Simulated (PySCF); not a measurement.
# How good is the calculation?

Bonds (- single, = double, # triple, : aromatic): O1-C2, C2-C3, C3:C4, C4:C5, C5:C6, C6:C7, C7:C8, C8:C3. O1 carries H9; C2 carries H10, H11; C4 carries H12; C5 carries H13; C6 carries H14; C7 carries H15; C8 carries H16.

Published estimates (parent shift plus substituent increments) and measurements: δ ¹⁷O O1 7.9 ppm (measured; liquid, neat, 295 K; 17O NMR survey of organic solvents and oxofluorinated compounds, PMC5915748).
δ ¹³C C5/C7 128.7; C6 127.4; C4/C8 127.3; δ ¹H H12/H16 7.27; H13/H15 7.27; H14 7.27 ppm (estimated from measurements, as parent shift plus tabulated substituent increment; solution, not stated per compound (mostly CDCl3 or CCl4); Pretsch, Buehlmann, Badertscher, Structure Determination of Organic Compounds, 4th ed. (2009)).

- shieldings: GIAO B97-2/pcSseg-2
- geometry: PBE0-D3(BJ)/def2-TZVP
- code: PySCF 2.14.0 with density-fitted response routines
- no solvent, single conformer, relativity neglected, rapidly exchanging positions averaged

Question: What does the calculation give, and how does it compare?

Answer: 
Reference values: measured (liquid, neat, 295 K; 17O NMR survey of organic solvents and oxofluorinated compounds, PMC5915748).
```tsv
atoms	quantity	reference	computed	computed, scaled
O1	δ ¹⁷O vs D2O (external)	7.9	–	4.8
```

Reference values: estimated from measurements, as parent shift plus tabulated substituent increment (solution, not stated per compound (mostly CDCl3 or CCl4); Pretsch, Buehlmann, Badertscher, Structure Determination of Organic Compounds, 4th ed. (2009)).
```
  atoms  quantity  reference  computed  computed, scaled
  C5/C7     δ ¹³C      128.7     135.2             128.5
     C6     δ ¹³C      127.4     134.2             127.5
  C4/C8     δ ¹³C      127.3     133.0             126.3
H12/H16      δ ¹H       7.27      7.76              7.44
H13/H15      δ ¹H       7.27      7.63              7.32
    H14      δ ¹H       7.27      7.55              7.23
```

Computed shifts are σ(ref) − σ with the named reference compound (TMS for H and C) calculated as an isolated molecule at the same level. The measured values may be among those fitted. Scaled to experiment by linear calibration (H and C: mostly CDCl3 data, vs TMS): ¹³C (scatter 2.0 ppm rms, 2.1 ppm with the 3 outliers that the fit left out); ¹H (scatter 0.14 ppm rms, 0.16 ppm with the 5 outliers that the fit left out); ¹⁷O (scatter 12.3 ppm rms vs liquid water, solution or neat liquid). Occasional misses reach two or three times the rms, and more in compound classes unlike the fitted ones. H not on carbon is unscaled (vs computed TMS).

Question: How far are the unscaled ¹³C shifts from the references?

Answer: Mean signed difference +6.33 ppm, mean absolute 6.33 ppm over 3 comparisons; the largest is +6.8 ppm at C6 (aromatic CH).

Question: How far are the unscaled ¹H shifts from the references?

Answer: Mean signed difference +0.38 ppm, mean absolute 0.38 ppm over 3 comparisons; the largest is +0.49 ppm at H12/H16 (hydrogen on an aromatic CH).
